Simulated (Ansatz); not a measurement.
Level of theory: DFT PBE, scalar-relativistic, plane waves, PAW (Ansatz 0.2.0). Settings: cutoff 420 eV, Γ-centred meshes spaced at most about 0.3 Å⁻¹ (2π included), Gaussian smearing. No spin polarisation in the final relaxations.

All energies are static (0 K, no zero-point motion). All come from trial cells, and lower structures may exist.

Question: Order these relaxed structures of NaCl by energy, lowest first, with the energy over the lowest of them.
A.

```
CELL_PARAMETERS angstrom
6.75853 0.00000 0.00000
-3.37926 5.85306 0.00000
0.00000 0.00000 5.02200
ATOMIC_POSITIONS crystal
Na 0.00000 0.00000 0.50000
Cl 0.00000 0.00000 0.00000
```

B.

```
CELL_PARAMETERS angstrom
3.95490 0.00000 0.00000
-1.97745 3.42504 0.00000
0.00000 0.00000 6.84324
ATOMIC_POSITIONS crystal
Na 0.00000 0.00000 0.00000
Na 0.00000 0.00000 0.50000
Cl 0.66667 0.33333 0.75000
Cl 0.33333 0.66667 0.25000
```

C.

```
CELL_PARAMETERS angstrom
3.85266 0.00000 0.00000
0.00000 3.85266 0.00000
0.00000 0.00000 6.29965
ATOMIC_POSITIONS crystal
Na 0.50000 0.50000 0.50000
Cl 0.00000 0.00000 0.50000
```

Answer: B (0 meV/atom), C (115 meV/atom), A (400 meV/atom). Forms: B nickel arsenide type, P6_3/mmc; C P4/mmm; A P6/mmm. Counting Cl atoms around Na (those within 1.25 times the shortest such distance or 1.15 times the sum of covalent radii): B has Na 6; C has Na 4; A has Na 2.

No dispersion correction is applied, so the spacing and binding between layers, chains or molecules are poorly described (P4/mmm, P6/mmm), and this can change margins and order among such cells. Cells relaxed within their symmetry can be saddle points. The P6_3/mmc cell of NaCl came from shaking the P6/mmm one. The part of the Crystallography Open Database at hand lists NaCl in space groups No. 221, 225; no cell shown has one of them. Some structure types and database cells were kept out of the candidates from the start, so a known form may be missing.
